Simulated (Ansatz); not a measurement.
# Co (P6_3/mmc) in Ansatz: further runs

Runs on Co. Level: PBEsol. Tasks: relaxation of cell and atoms.

Program: Ansatz 0.2.0. These are calculated values, not measurements. Logs are shortened: lines on timing, memory, paths and dates and some standing lists are left out, and cuts for length are marked.

### Step 1. Starting point

Symmetry: P6_3/mmc, No. 194, hexagonal system. The conventional cell has a = 2.471 Å, b = 2.471 Å, c = 8.088 Å, α = 90.00°, β = 90.00°, γ = 120.00°. Co (site symmetry -6m2) has 12 Co at 2.47 Å as nearest neighbours. Co (site symmetry -3m) has 12 Co at 2.47 Å as nearest neighbours.

### Step 2. Relaxation of cell and atoms, PBEsol, collinear spin, ferromagnetic start

input.yaml reads:

```yaml
crystal:
  lattice:
    - [2.4705617809, 0.0, 0.0]
    - [-1.2352808905, 2.1395692639, 0.0]
    - [0.0, 0.0, 8.0882338]
  atoms:
    - { symbol: Co, position: [0.6666666667, 0.3333333333, 0.75], spin: 2.0 }
    - { symbol: Co, position: [0.0, 0.0, 0.5], spin: 2.0 }
    - { symbol: Co, position: [0.3333333333, 0.6666666667, 0.25], spin: 2.0 }
    - { symbol: Co, position: [0.0, 0.0, 0.0], spin: 2.0 }
kpoints:
  mp_grid: { grid: [12, 12, 4] }
scf:
  occupations: { method: fermi_dirac, width: 0.05 }
hamiltonian:
  xc: pbesol
  pseudopotentials: { kind: all_electron, lapw: { basis_error: 0.002 } }
magnetization:
  spin_polarized: true
output:
  forces: true
  stress: true
relax:
  f_tol: 0.005
  max_steps: 60
  cell: {}
```

Potentials or basis: all-electron LAPW, scalar-relativistic.

Command:

```bash
$ ansatz run input.yaml --threads 4 --pin off --max-ram 12288MiB --backend cpu --events-out ev --progress --plain --runs-dir out
```

The program printed:

```text
Warning: RAYON_NUM_THREADS=4 ignored (pool sized by the plan → 4); use --threads N
The last accepted step is kept in <dir> (removed where the run ends without a failure and the disk answers)
LAPW: plane waves up to 9.046 Å⁻¹, error target 2.0e-3 eV per atom; small_component_spin mean_spin; Co in spheres of 1.198 Å, 17 of its electrons in bands, Dirac shells [] (how accurate: hamiltonian.pseudopotentials.lapw.basis_error, Limitations)
Engine: ansatz 0.2.0, x86_64-unknown-linux-gnu
Pseudopotentials: kind: all_electron
Pseudopotential: Co, LAPW, valence charge 17, lapw/all_electron/scalar/gaussian/Co, Koelling and Harmon's equation, gaussian nucleus
Functional definition: PBEsol
  exchange = pbesol_x
  correlation = pbesol_c
Crystal: 4 atoms, lattice volume = 42.754 Å³
Basis set: ecut = 311.75982937967234 eV, 539 PW (Γ), exchange–correlation at level 2
Bands: 46, of which v1, the nominal top of the filled ones, is band 34 counted from 1 (33 counted from 0)
Symmetry: 24 space group operations
Space group: P63/mmc (ITA 194), of the structure as read, at distance tolerance 3.5e-5 Å
Magnetic group: BNS 194.263 (UNI 1493), of the structure as read, at distance tolerance 3.5e-5 Å
k-points: 57 of 576
Non-local potential: Co, projectors of the file, none
Initial density: superposition of atomic densities (chi_scale 0.1, normalization cell)
Starting moments: Σ|m| = 8 μB on 4 of 4 sites
Initial wavefunctions: plane waves of lowest kinetic energy (no species holds an atomic orbital)
Functional: x = pbesol(κ = 0.804, μ = 0.12345679012345678), c = pbesol(β = 0.046)
iter 1 solved again at ethr=3.41e-5 eV; its pass at ethr=1.00e-1 eV (dr2=2.32e-2 eV) is discarded
SCF iter   1: F=—  HF=-151537.391947 eV  |F-HF|=—  |Δ(HF+E_count)|=         —  Δρ=1.63e-2 (↑1.57e-2 ↓1.63e-2)  dr2=2.34e-2  dr2_m=8.99e-2  M=6.714 μB ∫|m|=6.929 μB  β_m=0.30  ethr=3.41e-5  ⟨swp⟩=3.2  Hψ=40053  notcnv=0
Mixer restart at iter 1: flushing history
preconditioner: auto → Kerker (q_TF=auto, 2.948 Å⁻¹)  [metal: Δε(μ)=0.023 eV  Ē_g=9.705 eV  σ=0.050 eV  W_gap=0.12  n_scr=12 (ndim 8)  ℏωp=34.1 eV  f_vac=0.000  D(μ)=3.82/eV (n_scr^D=52)]
spin=Collinear: Kerker preconditioning applied to the charge; magnetization (m = ρ↑ − ρ↓) channel mixes plain (no charge-response kernel on spin).
SCF iter   2: F=—  HF=-151537.528801 eV  |F-HF|=—  |Δ(HF+E_count)|=         —  Δρ=1.22e-2 (↑1.15e-2 ↓1.22e-2)  dr2=1.24e-2  dr2_m=5.07e-2  M=6.649 μB ∫|m|=6.925 μB  β_m=0.30  ethr=3.41e-5  ⟨swp⟩=2.5  Hψ=14942  notcnv=0
Mixer restart at iter 2: flushing history
SCF iter   3: F=—  HF=-151537.590891 eV  |F-HF|=—  |Δ(HF+E_count)|=   6.21e-2  Δρ=8.95e-3 (↑8.35e-3 ↓8.95e-3)  dr2=8.48e-3  dr2_m=2.64e-2  M=6.629 μB ∫|m|=6.960 μB  β_m=0.63  ethr=1.82e-5  ⟨swp⟩=2.0  Hψ=14727  notcnv=0
SCF iter   4: F=—  HF=-151537.675562 eV  |F-HF|=—  |Δ(HF+E_count)|=   8.47e-2  Δρ=1.56e-3 (↑1.10e-3 ↓1.56e-3)  dr2=1.09e-3  dr2_m=3.92e-4  M=6.582 μB ∫|m|=7.073 μB  β_m=0.82  ethr=1.25e-5  ⟨swp⟩=3.0  Hψ=16500  notcnv=0
SCF iter   5: F=—  HF=-151537.679676 eV  |F-HF|=—  |Δ(HF+E_count)|=         —  Δρ=1.68e-3 (↑5.76e-4 ↓1.68e-3)  dr2=3.37e-3  dr2_m=1.51e-4  M=6.586 μB ∫|m|=7.107 μB  β_m=0.82  ethr=1.60e-6  ⟨swp⟩=3.0  Hψ=16010  notcnv=0
the basis was enlarged: its passes take 541.0 KiB over the memory plan, 4 of 4 planned eigensolver slots
SCF iter   6: F=—  HF=-151537.678645 eV  |F-HF|=—  |Δ(HF+E_count)|=   1.03e-3  Δρ=7.10e-4 (↑1.80e-4 ↓7.10e-4)  dr2=4.87e-4  dr2_m=3.95e-5  M=6.591 μB ∫|m|=7.129 μB  β_m=0.55  ethr=1.60e-6  ⟨swp⟩=2.3  Hψ=14585  notcnv=0
iter 7 solved again at ethr=2.05e-8 eV; its pass at ethr=7.16e-7 eV (dr2=1.39e-5 eV) is discarded
SCF iter   7: F=—  HF=-151537.678327 eV  |F-HF|=—  |Δ(HF+E_count)|=   3.17e-4  Δρ=1.71e-4 (↑1.32e-4 ↓1.71e-4)  dr2=1.39e-5  dr2_m=5.83e-6  M=6.592 μB ∫|m|=7.134 μB  β_m=0.74  ethr=2.05e-8  ⟨swp⟩=2.0  Hψ=24874  notcnv=0
SCF iter   8: F=—  HF=-151537.678324 eV  |F-HF|=—  |Δ(HF+E_count)|=   3.32e-6  Δρ=8.22e-5 (↑2.99e-5 ↓8.22e-5)  dr2=8.14e-6  dr2_m=6.10e-7  M=6.593 μB ∫|m|=7.136 μB  β_m=0.86  ethr=2.04e-8  ⟨swp⟩=2.0  Hψ=14489  notcnv=0
[... 35 lines left out ...]
SCF iter   7: F=—  HF=-151537.703369 eV  |F-HF|=—  |Δ(HF+E_count)|=   4.87e-8  Δρ=1.42e-6 (↑1.19e-6 ↓1.42e-6)  dr2=6.52e-10  dr2_m=3.67e-10  M=6.473 μB ∫|m|=6.995 μB  β_m=0.79  ethr=1.73e-11  ⟨swp⟩=3.0  Hψ=16384  notcnv=0
SCF iter   8: F=-151537.703369 eV  HF=-151537.703369 eV  |F-HF|=1.30e-8  |Δ(HF+E_count)|=   4.76e-8  Δρ=1.64e-6 (↑7.73e-7 ↓1.64e-6)  dr2=2.05e-9  dr2_m=2.03e-10  M=6.473 μB ∫|m|=6.995 μB  ethr=2.60e-12 (applied; sched 1.00e-12)  ⟨swp⟩=3.0  Hψ=16620  notcnv=0
SCF 3 converged in 8 iterations: F = -151537.703369 eV  dr2 = 2.05e-9
relax step   3: F+E_penalty+E_count = -151537.70336902 eV  Δ(F+E_penalty+E_count) = -6.061e-3 eV  max|allowed force component| = 1.966e-17 eV/Å  Δτ_max = 0.0000 Å  P = +0.193 GPa  Ω = 41.613 Å³  (8 SCF iters, accepted)
Crystal: 4 atoms, lattice volume = 41.648 Å³
Basis set: ecut = 317.2561894796918 eV, 539 PW (Γ), exchange–correlation at level 2
iter 1 solved again at ethr=2.44e-10 eV; its pass at ethr=1.00e-1 eV (dr2=1.66e-7 eV) is discarded
SCF iter   1: F=—  HF=-151537.703396 eV  |F-HF|=—  |Δ(HF+E_count)|=         —  Δρ=5.98e-5 (↑5.95e-5 ↓5.98e-5)  dr2=4.82e-7  dr2_m=1.23e-6  M=6.477 μB ∫|m|=6.999 μB  β_m=0.65  ethr=2.44e-10  ⟨swp⟩=5.1  Hψ=34021  notcnv=0
preconditioner: auto → none  [metal: Δε(μ)=0.016 eV  Ē_g=9.836 eV  σ=0.050 eV  W_gap=0.08  n_scr=4 (ndim 8)  ℏωp=34.5 eV  f_vac=0.000  D(μ)=4.09/eV (n_scr^D=52)]
SCF iter   2: F=—  HF=-151537.703395 eV  |F-HF|=—  |Δ(HF+E_count)|=   8.14e-7  Δρ=2.08e-5 (↑1.69e-5 ↓2.08e-5)  dr2=2.67e-8  dr2_m=1.29e-7  M=6.477 μB ∫|m|=6.999 μB  β_m=0.60  ethr=2.44e-10  ⟨swp⟩=3.0  Hψ=16161  notcnv=0
SCF iter   3: F=—  HF=-151537.703395 eV  |F-HF|=—  |Δ(HF+E_count)|=   2.75e-8  Δρ=9.80e-6 (↑9.80e-6 ↓6.11e-6)  dr2=1.07e-8  dr2_m=2.02e-8  M=6.477 μB ∫|m|=7.000 μB  β_m=0.51  ethr=3.93e-11  ⟨swp⟩=3.0  Hψ=16664  notcnv=0
SCF iter   4: F=—  HF=-151537.703395 eV  |F-HF|=—  |Δ(HF+E_count)|=   2.14e-7  Δρ=1.28e-6 (↑1.28e-6 ↓1.12e-6)  dr2=1.92e-9  dr2_m=5.65e-11  M=6.477 μB ∫|m|=7.000 μB  β_m=0.67  ethr=1.57e-11  ⟨swp⟩=3.0  Hψ=16664  notcnv=0
iter 5 solved again at ethr=1.00e-12 eV; its pass at ethr=2.82e-12 eV (dr2=4.40e-11 eV) is discarded
SCF iter   5: F=-151537.703395 eV  HF=-151537.703395 eV  |F-HF|=4.07e-10  |Δ(HF+E_count)|=  4.07e-10  Δρ=2.37e-7 (↑2.14e-7 ↓2.37e-7)  dr2=4.40e-11  dr2_m=9.53e-12  M=6.477 μB ∫|m|=7.000 μB  ethr=1.62e-12 (applied; sched 1.00e-12)  ⟨swp⟩=2.0  Hψ=24873  notcnv=0
SCF 4 converged in 5 iterations: F = -151537.703395 eV  dr2 = 4.40e-11
relax step   4: F+E_penalty+E_count = -151537.70339451 eV  Δ(F+E_penalty+E_count) = -2.550e-5 eV  max|allowed force component| = 7.170e-17 eV/Å  Δτ_max = 0.0000 Å  P = +0.000 GPa  Ω = 41.648 Å³  (5 SCF iters, accepted)
Basis set: ecut = 317.2561894796918 eV, 527 PW (Γ), exchange–correlation at level 2
iter 1 solved again at ethr=1.03e-11 eV; its pass at ethr=1.00e-1 eV (dr2=7.01e-9 eV) is discarded
SCF iter   1: F=—  HF=-151537.703404 eV  |F-HF|=—  |Δ(HF+E_count)|=         —  Δρ=7.75e-6 (↑7.75e-6 ↓5.51e-6)  dr2=2.84e-9  dr2_m=5.04e-10  M=6.477 μB ∫|m|=6.999 μB  β_m=0.65  ethr=1.03e-11  ⟨swp⟩=5.3  Hψ=41319  notcnv=0  reapply=88
SCF iter   2: F=—  HF=-151537.703404 eV  |F-HF|=—  |Δ(HF+E_count)|=   7.29e-8  Δρ=2.71e-6 (↑2.71e-6 ↓1.92e-6)  dr2=3.41e-10  dr2_m=6.46e-11  M=6.477 μB ∫|m|=6.999 μB  β_m=0.64  ethr=4.18e-12  ⟨swp⟩=2.4  Hψ=14582  notcnv=0
SCF iter   3: F=-151537.703404 eV  HF=-151537.703404 eV  |F-HF|=1.70e-8  |Δ(HF+E_count)|=   2.19e-8  Δρ=2.01e-6 (↑4.99e-7 ↓2.01e-6)  dr2=6.50e-9  dr2_m=2.32e-10  M=6.477 μB ∫|m|=6.999 μB  ethr=2.23e-12 (applied; sched 1.00e-12)  ⟨swp⟩=2.1  Hψ=14495  notcnv=0
SCF 5 converged in 3 iterations: F = -151537.703404 eV  dr2 = 6.50e-9
relax step   5: F+E_penalty+E_count = -151537.70340374 eV  Δ(F+E_penalty+E_count) = -9.225e-6 eV  max|allowed force component| = 4.395e-17 eV/Å  Δτ_max = 0.0000 Å  P = +0.000 GPa  Ω = 41.648 Å³  stress off target by 5.00e-4 GPa  SCF on the basis re-selected at this cell (its energy is not comparable with the rows above)  (3 SCF iters)
basis re-selected at this cell: Δ(F+E_penalty+E_count) = -9.225e-6 eV, ΔP = -0.000 GPa vs the last step (what re-selecting the basis moved, after the strain that the cell walked since its last selection, with what the two solves' SCF thresholds leave and, on support functions, any second-order correction that the steps lacked; it is no measure of the basis error at this ecutwfc). This SCF's stress stands 5.00e-4 GPa from its target on what of the cell is left free (relax.cell.stress_tol is 5.00e-2 GPa) and its largest allowed force component is 4.39e-17 eV/Å (relax.f_tol is 5.00e-3 eV/Å): within both
SCF converged after 3 iterations
Magnetization: 6.4773 μB (37.2386 up, 30.7614 down)
Absolute magnetization: 6.9994 μB (∫|ρ↑−ρ↓|)
Spin contamination: 0.0897 ħ² per cell (⟨S²⟩ above its minimum at these occupations)
Per-site moments (μB) at R_I (Å): [(1.6821692951050906, 1.1877976905364767), (1.6627560405660962, 1.1877976905364767), (1.6821692951050906, 1.1877976905364767), (1.6627560405660962, 1.1877976905364767)]
Free energy (F): -151537.703404 eV
Harris-Foulkes:  -151537.703404 eV  (|F-HF|=1.70e-8)
Internal energy: -151537.670244 eV  (E = F + TS)
E sigma→0 (E₀):  -151537.686824 eV
Entropy (-TS):   -0.033160 eV (-8.290 meV/atom)
Fermi energy:    19.917410 eV
--- Per-component energies (eV) ---
  E_band       = -894.038321
  E_kinetic    = 153775.025139
  E_xc         = -6364.747572
  E_electrostatic = -298947.947811  (all electrons and nuclei)
  E_smearing   = -0.033160  (= −TS)
  E_closure    = 0.000000  (closes the sum)
  E_atoms      = -151501.757459  (free atoms, spherical and without spin; not in F)
  Σ components = -151537.703404   (vs F -151537.703404, Δ=0.00e0)
  Basis errors (estimates in eV, not in F): energy 5.3e-4 per atom: plane waves 4.4e-4 (2.4e-4 summed), levels above the bands 4.0e-99, relativity 2.0e-8, radial functions 9.0e-5, core shells 3.8e-9; eigenvalues (radial functions only) 9.2e-7; not estimated: angular momenta, meshes, grids; target (lapw.basis_error) 2.0e-3; muffin-tin radii Co 1.188 Å
--- Forces (eV/Å), atoms counted from 1 ---
  atom   1  Co     0.00000000    -0.00000000    -0.00000000
  atom   2  Co    -0.00000000     0.00000000     0.00000000
  atom   3  Co    -0.00000000     0.00000000     0.00000000
  atom   4  Co    -0.00000000     0.00000000     0.00000000
  max |Σ_I F_I| component: 9.25e-18 eV/Å
--- Stress (GPa, compression-positive) ---
        0.000087      -0.000000      -0.000000
       -0.000000       0.000087       0.000000
       -0.000000       0.000000       0.000500
  P = ⅓ Tr σ = 0.0002 GPa (0.002 kbar)
--- Relaxed structure (4 steps of the walk, 4 accepted, 1 SCFs on fresh bases) ---
  F+E_penalty+E_count = -151537.70340374 eV   max|allowed force component| = 4.395e-17 eV/Å   (the final SCF, on the basis selected at the relaxed cell)
  cell:  # Å, volume = 41.6477 Å³
    - [2.45935963010882, 2.8736668751358e-11, 0.0]
    - [-1.2296798150792967, 2.12986791670177, 0.0]
    - [0.0, 0.0, 7.950897070548627]
  atoms:
    - { symbol: Co, position: [0.6666666666666667, 0.33333333333333337, 0.7500000000000001] }
    - { symbol: Co, position: [1.0774008992387872e-35, -2.8129638886387838e-36, 0.5] }
    - { symbol: Co, position: [0.3333333333333333, 0.6666666666666667, 0.25] }
    - { symbol: Co, position: [3.515302935965999e-35, 4.594507684491866e-35, 4.370087542408999e-104] }
```

Run time: 52 s. Hardware: 4 threads of Intel Xeon 6975P-C (Granite Rapids), shared host; peak memory 0.91 GiB.

Results:

| Item | Value |
| --- | --- |
| Free energy | -151537.7034 eV |
| Relaxed volume | 10.41 Å³/atom |
| Relaxed cell | a = 2.459 Å, b = 2.459 Å, c = 7.951 Å, α = 90.00°, β = 90.00°, γ = 120.00° |
| Space group after relaxing (to 0.05 Å) | P6_3/mmc (No. 194) |
| Energy gained by relaxing | 6.3 meV/atom |
| Ionic steps | 5 |
| Pressure after relaxing | 0.0 GPa |
| Net moment | 6.48 μB per cell |
| Absolute moment | 7.00 μB per cell |
| Site moments | Co +1.68, +1.66 μB |

Step by step:
```
step  energy change (eV)  largest force (eV/Å)  volume (Å³)
   1              0.0000                0.0000        42.75
   2             -0.0190                0.0000        42.17
   3             -0.0250                0.0000        41.61
   4             -0.0251                0.0000        41.65
   5             -0.0251                0.0000        41.65
```

Final structure:
```xyz
4
Lattice="2.4594 0.0000 0.0000 -1.2297 2.1299 0.0000 0.0000 0.0000 7.9509" Properties=species:S:1:pos:R:3 pbc="T T T"
Co    1.2297    0.7100    5.9632
Co    0.0000    0.0000    3.9754
Co    0.0000    1.4199    1.9877
Co    0.0000    0.0000    0.0000
```

### Step 3. Relaxation of cell and atoms, PBEsol, collinear spin, ferromagnetic start, target pressure 5 GPa, at which the enthalpy is minimised

input.yaml: that of step 2 with these lines changed.

```diff
@@ -25,2 +25,2 @@
   max_steps: 60
-  cell: {}
+  cell: { p_target: 5 }
```

Potentials or basis: all-electron LAPW, scalar-relativistic.

Command:

```bash
$ ansatz run input.yaml --threads 4 --pin off --max-ram 12288MiB --backend cpu --events-out ev --progress --plain --runs-dir out
```

Run time: 55 s. Hardware: 4 threads of Intel Xeon 6975P-C (Granite Rapids), shared host; peak memory 0.91 GiB.

It converged, with:

| Property | Result |
| --- | --- |
| Free energy | -151537.6904 eV |
| Relaxed volume | 10.20 Å³/atom |
| Relaxed cell | a = 2.442 Å, b = 2.442 Å, c = 7.901 Å, α = 90.00°, β = 90.00°, γ = 120.00° |
| Space group after relaxing (to 0.05 Å) | P6_3/mmc (No. 194) |
| Energy change on relaxing (the enthalpy is what falls) | -3.0 meV/atom |
| Ionic steps | 5 |
| Pressure after relaxing | 5.0 GPa |
| Net moment | 6.35 μB per cell |
| Absolute moment | 6.86 μB per cell |
| Site moments | Co +1.65, +1.63 μB |

Step by step:
| step | energy change (eV) | largest force (eV/Å) | volume (Å³) |
| --- | --- | --- | --- |
| 1 | 0.0000 | 0.0000 | 42.75 |
| 2 | -0.0237 | 0.0000 | 41.67 |
| 3 | -0.0095 | 0.0000 | 40.72 |
| 4 | -0.0121 | 0.0000 | 40.80 |
| 5 | -0.0121 | 0.0000 | 40.80 |

Final structure:
```
Co
1.0
     2.44181    0.00000    0.00000
    -1.22090    2.11467    0.00000
     0.00000    0.00000    7.90096
Co
4
Direct
  0.66667 0.33333 0.75000
  0.00000 0.00000 0.50000
  0.33333 0.66667 0.25000
  0.00000 0.00000 0.00000
```

(Part 1 of 2 ends here.)
